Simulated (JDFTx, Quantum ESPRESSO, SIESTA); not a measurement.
## One calculation of AlN, 3 ways

```
CELL_PARAMETERS angstrom
0.00000 2.18399 2.18399
2.18399 0.00000 2.18399
2.18399 2.18399 0.00000
ATOMIC_POSITIONS crystal
Al 0.00000 0.00000 0.00000
N 0.25000 0.25000 0.25000
```

Measurements of this composition are mostly on another form, of space group No. 186.

Alike in all runs: task equation of state; functional PBEsol; k mesh 10 × 10 × 10; occupations fermi-dirac, width 0.05 eV; no spin polarisation; no spin-orbit coupling.

```csv
program and potentials,plane-wave cutoff (eV),notes,equilibrium volume (Å³/atom),bulk modulus (GPa)
"JDFTx, PseudoDojo-SR-PBEsol-0.4.1-standard",1143,-,10.48,200.8
"SIESTA, files PseudoDojo sr-pbesol-0.4.1-standard, DZP (energy shift 0.002 Ry; radii capped at 9.5 bohr)",-,atomic basis,10.58,198.1
"Quantum ESPRESSO, PseudoDojo 0.4.1 SR PBEsol standard",1143,-,10.48,200.8
```

The equilibrium volume spans 10.48 (Quantum ESPRESSO, PseudoDojo 0.4.1 SR PBEsol standard) to 10.58 Å³/atom (SIESTA, files PseudoDojo sr-pbesol-0.4.1-standard, DZP (energy shift 0.002 Ry; radii capped at 9.5 bohr)). The bulk modulus spans 198.1 (SIESTA, files PseudoDojo sr-pbesol-0.4.1-standard, DZP (energy shift 0.002 Ry; radii capped at 9.5 bohr)) to 200.8 GPa (JDFTx, PseudoDojo-SR-PBEsol-0.4.1-standard). Rows in atomic bases carry the error of their basis and grid, which can be large.

Differences between rows come from potentials, basis sets and numerical settings, since the functional is the same but for its coding. Runs on potential files found faulty are left out.

Zinc-blende AlN comes out as a compact, stiff solid, with a bulk modulus near 200.8 GPa in both plane-wave calculations. The stiffness reflects short, strongly polar Al–N bonds in a tetrahedral network. Nitrogen's 2p shell has no inner p shell beneath it and stays compact, so it overlaps well with the Al 3s and 3p orbitals, while the large electronegativity difference adds ionic attraction. Compression therefore meets a steep rise in repulsion.

The two plane-wave results coincide to the printed digits. The local-orbital calculation gives a slightly larger volume and a softer lattice, probably because its limited orbital set describes the bonding density less flexibly. The two shifts go together, as a longer bond usually has a lower curvature.

Wurtzite shares the same tetrahedral nearest-neighbour bonding, so its volume and compressibility should be similar, but these data don't establish the energy ordering of the two polytypes.
